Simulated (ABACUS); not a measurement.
# HfN (Fm-3m) in ABACUS: further runs

Runs on HfN. Level: r2SCAN. Tasks: single point, relaxation of cell and atoms.

All numbers are computed with ABACUS 3.10.1; they aren't measurements. Logs are shortened: lines on timing, memory, paths and dates and some standing lists are left out, and cuts for length are marked.

## 1. The crystal as given

Symmetry: Fm-3m, No. 225, cubic system. The conventional cell has a = 4.512 Å, b = 4.512 Å, c = 4.512 Å, α = 90.00°, β = 90.00°, γ = 90.00°. Hf (site symmetry m-3m) is surrounded by 6 N at 2.26 Å. Around N (site symmetry m-3m) lie 6 Hf at 2.26 Å.

## 2. Single point, r2SCAN

File run_abacus.py:

```python
"""ABACUS run from a structure file: ASE reads it, the script writes STRU, KPT and INPUT."""
import re
import subprocess
import spglib
from ase import Atoms
from ase.io import read
from ase.units import Bohr

atoms = read("HfN.cif")
cell, frac, numbers = spglib.standardize_cell((atoms.cell[:], atoms.get_scaled_positions(), atoms.numbers), to_primitive=True, symprec=1e-4)
atoms = Atoms(numbers=numbers, cell=cell, scaled_positions=frac, pbc=True)  # the primitive cell
atoms = atoms[(-atoms.numbers).argsort(kind="stable")]  # ABACUS lists atoms element by element
pseudo = {'Hf': 'Hf_ONCV_PBE-1.2.upf', 'N': 'N_ONCV_PBE-1.2.upf'}
orbital = {}
magmoms = None
kmesh = [6, 6, 6]
params = {
    'suffix': 'HfN',
    'calculation': 'scf',
    'basis_type': 'pw',
    'pseudo_dir': './',
    'symmetry': 1,
    'dft_functional': 'MGGA_X_R2SCAN+MGGA_C_R2SCAN',
    'ecutwfc': 97,
    'pseudo_rcut': 7,
    'nspin': 1,
    'nbands': 26,
    'ks_solver': 'dav',
    'smearing_method': 'fd',
    'smearing_sigma': 0.00367493,
    'scf_thr': 1e-08,
    'scf_nmax': 100,
    'mixing_type': 'broyden',
    'mixing_beta': 0.7,
    'cal_force': 1,
    'cal_stress': 1,
    'mixing_tau': 1,
    'out_chg': 1,
    'kpar': 4,
}

symbols = atoms.get_chemical_symbols()
elements = list(dict.fromkeys(symbols))
lines = ["ATOMIC_SPECIES"] + [f"{e} {atoms.get_masses()[symbols.index(e)]:.4f} {pseudo[e]}" for e in elements]
if orbital:
    lines += ["", "NUMERICAL_ORBITAL"] + [orbital[e] for e in elements]
lines += ["", "LATTICE_CONSTANT", f"{1 / Bohr:.10f}", "", "LATTICE_VECTORS"]
lines += [" ".join(f"{x:.10f}" for x in v) for v in atoms.cell]
lines += ["", "ATOMIC_POSITIONS", "Direct"]
for e in elements:
    lines += ["", e, "0.0", str(symbols.count(e))]
    for i, p in enumerate(atoms.get_scaled_positions(wrap=False)):
        if symbols[i] == e:
            mag = "" if magmoms is None else " mag " + " ".join(str(x) for x in (magmoms[i] if isinstance(magmoms[i], list) else [magmoms[i]]))
            lines.append(" ".join(f"{x:.10f}" for x in p) + " 1 1 1" + mag)
open("STRU", "w").write("\n".join(lines) + "\n")
open("KPT", "w").write("K_POINTS\n0\nGamma\n%d %d %d 0 0 0\n" % tuple(kmesh))
open("INPUT", "w").write("INPUT_PARAMETERS\n" + "".join(f"{k:<20s}{v}\n" for k, v in params.items()))

done = subprocess.run(['mpirun', '-np', '4', 'abacus'])
if done.returncode:
    raise SystemExit(done.returncode)
log = open("OUT.HfN/running_scf.log").read()
print("final energy (eV):", re.findall(r"FINAL_ETOT_IS (\S+)", log))
```

File HfN.cif:

```cif
data_HfN
_cell_length_a 4.51200000
_cell_length_b 4.51200000
_cell_length_c 4.51200000
_cell_angle_alpha 90.00000000
_cell_angle_beta 90.00000000
_cell_angle_gamma 90.00000000
_space_group_name_H-M_alt 'Fm-3m'
_space_group_name_Hall '-F 4 2 3'
_space_group_IT_number 225
loop_
_space_group_symop_operation_xyz
'x,y,z'
'-x,-y,-z'
'-y,x,z'
'y,-x,-z'
'-x,-y,z'
'x,y,-z'
'y,-x,z'
'-y,x,-z'
'x,-y,-z'
'-x,y,z'
'-y,-x,-z'
'y,x,z'
'-x,y,-z'
'x,-y,z'
'y,x,-z'
'-y,-x,z'
'z,x,y'
'-z,-x,-y'
'z,-y,x'
'-z,y,-x'
'z,-x,-y'
'-z,x,y'
'z,y,-x'
'-z,-y,x'
'-z,x,-y'
'z,-x,y'
'-z,-y,-x'
'z,y,x'
'-z,-x,y'
'z,x,-y'
'-z,y,x'
'z,-y,-x'
'y,z,x'
'-y,-z,-x'
'x,z,-y'
'-x,-z,y'
'-y,z,-x'
'y,-z,x'
'-x,z,y'
'x,-z,-y'
'-y,-z,x'
'y,z,-x'
'-x,-z,-y'
'x,z,y'
'y,-z,-x'
'-y,z,x'
'x,-z,y'
'-x,z,-y'
'x,y+1/2,z+1/2'
'-x,-y+1/2,-z+1/2'
'-y,x+1/2,z+1/2'
'y,-x+1/2,-z+1/2'
[... 63 lines left out ...]
'-z+1/2,y,-x+1/2'
'z+1/2,-x,-y+1/2'
'-z+1/2,x,y+1/2'
'z+1/2,y,-x+1/2'
'-z+1/2,-y,x+1/2'
'-z+1/2,x,-y+1/2'
'z+1/2,-x,y+1/2'
'-z+1/2,-y,-x+1/2'
'z+1/2,y,x+1/2'
'-z+1/2,-x,y+1/2'
'z+1/2,x,-y+1/2'
'-z+1/2,y,x+1/2'
'z+1/2,-y,-x+1/2'
'y+1/2,z,x+1/2'
'-y+1/2,-z,-x+1/2'
'x+1/2,z,-y+1/2'
'-x+1/2,-z,y+1/2'
'-y+1/2,z,-x+1/2'
'y+1/2,-z,x+1/2'
'-x+1/2,z,y+1/2'
'x+1/2,-z,-y+1/2'
'-y+1/2,-z,x+1/2'
'y+1/2,z,-x+1/2'
'-x+1/2,-z,-y+1/2'
'x+1/2,z,y+1/2'
'y+1/2,-z,-x+1/2'
'-y+1/2,z,x+1/2'
'x+1/2,-z,y+1/2'
'-x+1/2,z,-y+1/2'
'x+1/2,y+1/2,z'
'-x+1/2,-y+1/2,-z'
'-y+1/2,x+1/2,z'
'y+1/2,-x+1/2,-z'
'-x+1/2,-y+1/2,z'
'x+1/2,y+1/2,-z'
'y+1/2,-x+1/2,z'
'-y+1/2,x+1/2,-z'
'x+1/2,-y+1/2,-z'
'-x+1/2,y+1/2,z'
'-y+1/2,-x+1/2,-z'
'y+1/2,x+1/2,z'
'-x+1/2,y+1/2,-z'
'x+1/2,-y+1/2,z'
'y+1/2,x+1/2,-z'
'-y+1/2,-x+1/2,z'
'z+1/2,x+1/2,y'
'-z+1/2,-x+1/2,-y'
'z+1/2,-y+1/2,x'
'-z+1/2,y+1/2,-x'
'z+1/2,-x+1/2,-y'
'-z+1/2,x+1/2,y'
'z+1/2,y+1/2,-x'
'-z+1/2,-y+1/2,x'
'-z+1/2,x+1/2,-y'
'z+1/2,-x+1/2,y'
'-z+1/2,-y+1/2,-x'
'z+1/2,y+1/2,x'
'-z+1/2,-x+1/2,y'
'z+1/2,x+1/2,-y'
'-z+1/2,y+1/2,x'
'z+1/2,-y+1/2,-x'
'y+1/2,z+1/2,x'
'-y+1/2,-z+1/2,-x'
'x+1/2,z+1/2,-y'
'-x+1/2,-z+1/2,y'
'-y+1/2,z+1/2,-x'
'y+1/2,-z+1/2,x'
'-x+1/2,z+1/2,y'
'x+1/2,-z+1/2,-y'
'-y+1/2,-z+1/2,x'
'y+1/2,z+1/2,-x'
'-x+1/2,-z+1/2,-y'
'x+1/2,z+1/2,y'
'y+1/2,-z+1/2,-x'
'-y+1/2,z+1/2,x'
'x+1/2,-z+1/2,y'
'-x+1/2,z+1/2,-y'
loop_
_atom_site_label
_atom_site_type_symbol
_atom_site_symmetry_multiplicity
_atom_site_Wyckoff_symbol
_atom_site_fract_x
_atom_site_fract_y
_atom_site_fract_z
_atom_site_occupancy
Hf1 Hf 4 a 0.0000000000 0.0000000000 0.0000000000 1
N1 N 4 b 0.5000000000 0.0000000000 0.0000000000 1
```

Potentials or basis: SG15 ONCV 1.2 PBE, plane waves.

On the command line:

```
$ OMP_NUM_THREADS=1 python run_abacus.py > log
```

running log:

```text
ABACUS v3.10.1

               Atomic-orbital Based Ab-initio Computation at UStc

 ------------------------------------------------------------------------------------

 READING GENERAL INFORMATION
                           global_out_dir = OUT.HfN/
                           global_in_card = INPUT
                               pseudo_dir = ./
                              orbital_dir =
                                    DSIZE = 4
                                    GSIZE = 1

 READING UNITCELL INFORMATION
                                    ntype = 2
                  lattice constant (Bohr) = 1.88973
              lattice constant (Angstrom) = 1

 READING ATOM TYPE 1
                               atom label = Hf
                      L=0, number of zeta = 1
                      L=1, number of zeta = 1
                      L=2, number of zeta = 1
             number of atom for this type = 1

 READING ATOM TYPE 2
                               atom label = N
                      L=0, number of zeta = 1
                      L=1, number of zeta = 1
                      L=2, number of zeta = 1
             number of atom for this type = 1

                        TOTAL ATOM NUMBER = 2
DIRECT COORDINATES
    atom                   x                   y                   z     mag                  vx                  vy                  vz
taud_Hf1            0.0000000000        0.0000000000        0.0000000000  0.0000        0.0000000000        0.0000000000        0.0000000000
taud_N1            0.5000000000        0.5000000000        0.5000000000  0.0000        0.0000000000        0.0000000000        0.0000000000

                          Volume (Bohr^3) = 154.969
                             Volume (A^3) = 22.964

 Lattice vectors: (Cartesian coordinate: in unit of a_0)
                   +0              +2.256              +2.256
               +2.256                  +0              +2.256
               +2.256              +2.256                  +0
 Reciprocal vectors: (Cartesian coordinate: in unit of 2 pi/a_0)
            -0.221631           +0.221631           +0.221631
            +0.221631           -0.221631           +0.221631
            +0.221631           +0.221631           -0.221631
 The esolver type has been set to : ksdft_pw

                PAO radial cut off (Bohr) = 7

 Read in pseudopotential file is Hf_ONCV_PBE-1.2.upf
                     pseudopotential type = NC
          exchange-correlation functional = PBE
                 nonlocal core correction = 0
                        valence electrons = 26
                                     lmax = 3
                           number of zeta = 0
                     number of projectors = 8
                           L of projector = 0
                           L of projector = 0
                           L of projector = 1
                           L of projector = 1
[... 141 lines left out ...]

[... K-POINTS DIRECT COORDINATES: 4 rows ...]

 SETUP PLANE WAVES FOR WAVE FUNCTIONS
     energy cutoff for wavefunc (unit:Ry) = 97
              fft grid for wave functions = [ 40, 40, 40 ]
                    number of plane waves = 2975
                         number of sticks = 271

 PARALLEL PW FOR WAVE FUNCTIONS
     PROC   COLUMNS(POT)             PW
        1            271           2975
 --------------- sum -------------------
        1            271           2975

 SETUP NONLOCAL PSEUDOPOTENTIALS IN PLANE WAVE BASIS
 Hf non-local projectors:
 projector 1 L=0
 projector 2 L=0
 projector 3 L=1
 projector 4 L=1
 projector 5 L=2
 projector 6 L=2
 projector 7 L=3
 projector 8 L=3
 N non-local projectors:
 projector 1 L=0
 projector 2 L=0
 projector 3 L=1
 projector 4 L=1
      TOTAL NUMBER OF NONLOCAL PROJECTORS = 40

 Init Non-Local PseudoPotential table :
 Init Non-Local-Pseudopotential done.

                                     npwx = 2523

 -------------------------------------------
 SELF-CONSISTENT
 -------------------------------------------
                                 init_chg = atomic

 PW ALGORITHM --------------- ION=   1  ELEC=   1--------------------------------

 Density error is 0.497382839303
                          Error Threshold = 0.01
----------------------------------------------------------
     Energy           Rydberg                 eV
----------------------------------------------------------
 E_KohnSham     -466.0454968944      -6340.8742850052
 E_Harris       -470.4437841286      -6400.7160528306
 E_Fermi        2.0531224234         27.9341636503
----------------------------------------------------------
[... 87 lines left out ...]
 Density error is 1.67093377762e-09
                          Error Threshold = 4.1667270433e-11
----------------------------------------------------------
     Energy           Rydberg                 eV
----------------------------------------------------------
 E_KohnSham     -466.3648940061      -6345.2199056490
 E_KS(sigma->0) -466.3647914135      -6345.2185098046
 E_Harris       -466.3643893948      -6345.2130400602
 E_band         21.2455314963        289.0602853879
 E_one_elec     -107.2470187504      -1459.1705485187
 E_Hartree      93.6832235488        1274.6256472719
 E_xc           -42.6277019199       -579.9796387556
 E_Ewald        -410.1731916994      -5580.6925739578
 E_entropy(-TS) -0.0002051853        -0.0027916887
 E_descf        0.0000000000         0.0000000000
 E_exx          0.0000000000         0.0000000000
 E_Fermi        2.0575687479         27.9946589979
----------------------------------------------------------

 charge density convergence is achieved
 final etot is -6345.2199056 eV
 EFERMI = 27.994658998 eV

 STATE ENERGY(eV) AND OCCUPATIONS    NSPIN == 1
 1/4 kpoint (Cartesian) = 0.0000 0.0000 0.0000 (2445 pws)
       1       -37.3768     0.00925926
       2       -5.18697     0.00925926
       3       -5.18697     0.00925926
       4       -5.18697     0.00925926
       5        9.17964     0.00925926
       6        15.5021     0.00925926
[... 102 lines left out ...]
      25        49.9787        0.00000
      26        51.5909        0.00000

------------------------------------------------------------------------------------------
 TOTAL-FORCE (eV/Angstrom)
------------------------------------------------------------------------------------------
                       Hf1         0.0000000000         0.0000000000         0.0000000000
                        N1         0.0000000000         0.0000000000         0.0000000000
------------------------------------------------------------------------------------------

----------------------------------------------------------------
 TOTAL-STRESS (KBAR)
----------------------------------------------------------------
       -76.6942794822         0.0000000000         0.0000000000
        -0.0000000000       -76.6942794822         0.0000000000
        -0.0000000000        -0.0000000000       -76.6942794822
----------------------------------------------------------------
 TOTAL-PRESSURE: -76.694279 KBAR

 --------------------------------------------
 !FINAL_ETOT_IS -6345.2199056489644136 eV
 --------------------------------------------
```

It took 16 s on 4 MPI ranks of Intel Xeon 6975P-C (Granite Rapids), shared host; peak memory 0.36 GiB.

What came out:

```
Free energy            : -6345.2199 eV
Pressure               : -7.7 GPa
Band gap on the k mesh : none (metal or under the smearing width)
```

Caveat: the k mesh is coarse (spacing up to 0.40 Å⁻¹), so the values aren't converged; the potentials were made for another functional, which shifts forces and pressure. The run has no spin-orbit coupling, so splittings on Hf are missing.

## 3. Relaxation of cell and atoms, r2SCAN

File INPUT:

```
INPUT_PARAMETERS
suffix              HfN
calculation         cell-relax
basis_type          pw
pseudo_dir          ./
symmetry            1
dft_functional      MGGA_X_R2SCAN+MGGA_C_R2SCAN
ecutwfc             97
pseudo_rcut         7
nspin               1
nbands              20
ks_solver           dav
smearing_method     fd
smearing_sigma      0.00367493
scf_thr             1e-08
scf_nmax            100
mixing_type         broyden
mixing_beta         0.7
cal_force           1
cal_stress          1
mixing_tau          1
relax_nmax          60
force_thr_ev        0.02
relax_method        cg
out_stru            1
stress_thr          0.2
kpar                4
```

File STRU:

```
ATOMIC_SPECIES
Hf 178.4900 Hf_ONCV_PBE-1.2.upf
N 14.0070 N_ONCV_PBE-1.2.upf

LATTICE_CONSTANT
6.0291065658

LATTICE_VECTORS
0.0000000000 0.7071067812 0.7071067812
0.7071067812 0.0000000000 0.7071067812
0.7071067812 0.7071067812 0.0000000000

ATOMIC_POSITIONS
Cartesian

Hf
0.0
1
0.0000000000 0.0000000000 0.0000000000 1 1 1

N
0.0
1
0.7071067812 0.7071067812 0.7071067812 1 1 1
```

File KPT:

```
K_POINTS
0
Gamma
6 6 6 0 0 0
```

Potentials or basis: SG15 ONCV 1.2 PBE, plane waves.

On the command line:

```
$ OMP_NUM_THREADS=1 mpirun -np 4 abacus > log
```

Run time: 67 s. Hardware: 4 MPI ranks of Intel Xeon 6975P-C (Granite Rapids), shared host; peak memory 0.36 GiB.

It converged, with:

- Free energy: -6345.2351 eV
- Relaxed volume: 11.17 Å³/atom
- Relaxed cell: a = 3.162 Å, b = 3.162 Å, c = 3.162 Å, α = 60.00°, β = 60.00°, γ = 60.00°
- Space group after relaxing (to 0.05 Å): Fm-3m (No. 225)
- Energy gained by relaxing: 7.6 meV/atom
- Ionic steps: 6
- Pressure after relaxing: 0.0 GPa
- Band gap on the k mesh: none (metal or under the smearing width)

Step by step:
| step | energy change (eV) | largest force (eV/Å) | pressure (GPa) | volume (Å³) |
| --- | --- | --- | --- | --- |
| 1 | 0.0000 | 0.0000 | -7.63 | 22.96 |
| 2 | 0.0534 | 0.0000 | 18.98 | 21.13 |
| 3 | -0.0152 | 0.0000 | -0.25 | 22.36 |
| 4 | -0.0152 | 0.0000 | 0.13 | 22.34 |
| 5 | -0.0152 | 0.0000 | -0.29 | 22.37 |
| 6 | -0.0152 | 0.0000 | -0.01 | 22.35 |

Final structure:
```
Hf N
1.0
     0.00000    2.23567    2.23567
     2.23567    0.00000    2.23567
     2.23567    2.23567    0.00000
Hf N
1 1
Direct
  0.00000 0.00000 0.00000
  0.50000 0.50000 0.50000
```

Levels at points of the mesh, in eV from the Fermi level:
```csv
k point,band 13,band 14,band 15,band 16,band 17,band 18,band 19,band 20
"(0.00, 0.00, 0.00)",-3.30,-3.30,-3.30,-0.66,-0.66,-0.66,1.70,1.70
"(0.50, 0.50, 0.50)",-9.52,-6.89,-6.89,3.21,3.45,3.45,4.85,8.89
"(0.50, 0.50, 0.00)",-6.02,-4.19,-4.08,-4.08,3.81,5.18,5.18,5.67
```

Caveat: the k mesh is coarse (spacing up to 0.40 Å⁻¹), so the values aren't converged; the potentials were made for another functional, which shifts forces and pressure.
